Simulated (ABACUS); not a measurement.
**Te under changes of volume**

One of the cells (33.925 Å³/atom); the others are scaled copies at fixed shape and fractional positions:

```
Te
1.0
     4.45400    0.00000    0.00000
    -2.22700    3.85728    0.00000
     0.00000    0.00000    5.92400
Te
3
Direct
  0.73100 0.73100 0.00000
  0.00000 0.26900 0.66667
  0.26900 0.00000 0.33333
```

```yaml
Program: ABACUS 3.10.1
Functional: LDA
Potentials_or_basis: PseudoDojo NC SR 0.4.1 LDA stringent
Cutoff: 1401 eV
Density_cutoff: 5606 eV
Basis: plane waves
k_mesh: 6 × 6 × 4
Occupations: fermi-dirac, width 0.05 eV
Spin: no spin polarisation
```

| volume (Å³/atom) | energy over the lowest point (meV/atom) | pressure (GPa) | largest force (eV/Å) |
| --- | --- | --- | --- |
| 31.890 | 4.04 | 1.5 | 0.403 |
| 32.568 | 0.00 | 0.3 | 0.283 |
| 33.247 | ? | ? | ? |
| 33.925 | 6.22 | -1.8 | 0.068 |
| 34.604 | 15.45 | -2.6 | 0.029 |
| 35.282 | 28.13 | -3.4 | 0.120 |
| 35.961 | 43.91 | -4.1 | 0.203 |

Q: What does the run at 33.247 Å³/atom give?

A: Energy over the lowest point 0.93 meV/atom; pressure -0.8 GPa; largest force 0.172 eV/Å.

Worked out: A Birch-Murnaghan fit of order 3 (a polynomial in V^(-2/3)) to the other rows has its minimum at 32.77 Å³/atom with B0 = V·E''(V) = 54 GPa and B' = 4.7 at fixed shape and positions, which overstates the stiffness. It gives 0.91 meV/atom at 33.247 Å³/atom, against the run's 0.93, and -dE/dV = -0.8 GPa, against -0.8.

Energies are extrapolated to zero smearing.
